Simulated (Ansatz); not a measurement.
The calculation used DFT PBE, scalar-relativistic, plane waves, PAW (Ansatz 0.2.0). All cells share a 420 eV cutoff and Γ-centred k meshes spaced at most about 0.3 Å⁻¹ (about 0.25 or finer for metals, 2π included). No spin polarisation.

These are static total energies at zero pressure.

Two relaxed structures of Mg3Zn2O:

A.

```yaml
crystal:
  lattice:
    - [2.91998, 1.68585, 3.22730]
    - [-2.91998, 1.68585, 3.22730]
    - [0.00000, -3.37170, 3.22730]
  atoms:
    - { symbol: Mg, position: [0.00000, 0.00000, 0.50000] }
    - { symbol: Mg, position: [0.00000, 0.50000, 0.00000] }
    - { symbol: Mg, position: [0.50000, 0.00000, 0.00000] }
    - { symbol: Zn, position: [0.61979, 0.61979, 0.61979] }
    - { symbol: Zn, position: [0.38021, 0.38021, 0.38021] }
    - { symbol: O, position: [0.00000, 0.00000, 0.00000] }
```

B.

```yaml
crystal:
  lattice:
    - [2.31731, -6.01195, 0.00000]
    - [2.31731, 6.01195, 0.00000]
    - [0.00000, 0.00000, 4.50895]
  atoms:
    - { symbol: Mg, position: [0.34673, 0.65327, 0.00000] }
    - { symbol: Mg, position: [0.65327, 0.34673, 0.00000] }
    - { symbol: Mg, position: [0.00000, 0.00000, 0.50000] }
    - { symbol: Zn, position: [0.00000, 0.50000, 0.50000] }
    - { symbol: Zn, position: [0.50000, 0.00000, 0.50000] }
    - { symbol: O, position: [0.50000, 0.50000, 0.00000] }
```

Question: Which form is favoured at zero pressure, and by what margin per atom?

Answer: A is lower, by 176 meV/atom. A has space group R-3m (No. 166), 15.9 Å³/atom and no gap on its mesh; B has space group Cmmm (No. 65), 20.9 Å³/atom and no gap. Counting Mg or Zn atoms around O (for each partner element, those within 1.25 times its shortest distance or 1.15 times the sum of covalent radii, where it is the nearest in units of that sum or under 1.3), A has O 6 and B has O 2. The denser one is the lower, and pressure would at first widen the difference. Both come from invented guesses. The lowest form computed isn't among them: it has space group P6_3/mmc (No. 194), 16.7 Å³/atom and lies 35 meV/atom below the best shown.

Cells relaxed within their symmetry can be saddle points. Some structure types and database cells were kept out of the candidates from the start, so a known form may be missing.
